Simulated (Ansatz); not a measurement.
We consider cubic perovskite BaSnO3, described by HSE06 (Ansatz, a first-principles code, plane waves, PAW).

Numerical settings: plane-wave cutoff 460 eV, 6×6×6 k mesh, Fermi–Dirac smearing 0.01 eV, scalar-relativistic PAW data made under PBE.

Pressure at four volumes; x = ln(V/13.953 Å³). One pressure is withheld.

```csv
V (Å³/atom),x,P (GPa)
13.255,-0.0513,9.96
13.953,0.0000,0.57
14.273,0.0227,-2.92
14.651,0.0488,?
```

Problem. Pass a parabola P(x) through the three rows shown, estimate the bulk modulus and its pressure derivative near zero pressure, and predict the withheld pressure.

Solution. Slopes between the rows: (0.57 − (9.96))/(0.0000 − (-0.0513)) = -183.04 and (-2.92 − (0.57))/(0.0227 − (0.0000)) = -153.74 GPa. Their difference over the span 0.0740 is c = 29.30/0.0740 = 395.9 GPa, so P(x) = 9.96 + (-183.04)(x − (-0.0513)) + 395.9 (x − (-0.0513))(x − (0.0000)). At the middle row B = −dP/dx = −[-183.04 + 395.9 × 0.0513] = 162.7 GPa, and B′ = dB/dP = 2c/B = 4.9. At x = 0.0488 the parabola gives -6.43 GPa; the run gives -6.49 GPa. The Birch–Murnaghan fit to the energies at all volumes has B0 = 160 GPa and B′ = 4.7.

Note: the relaxation could not lower the start's symmetry, so the cell can be a saddle point above a distorted one.

Spin–orbit coupling is not included.
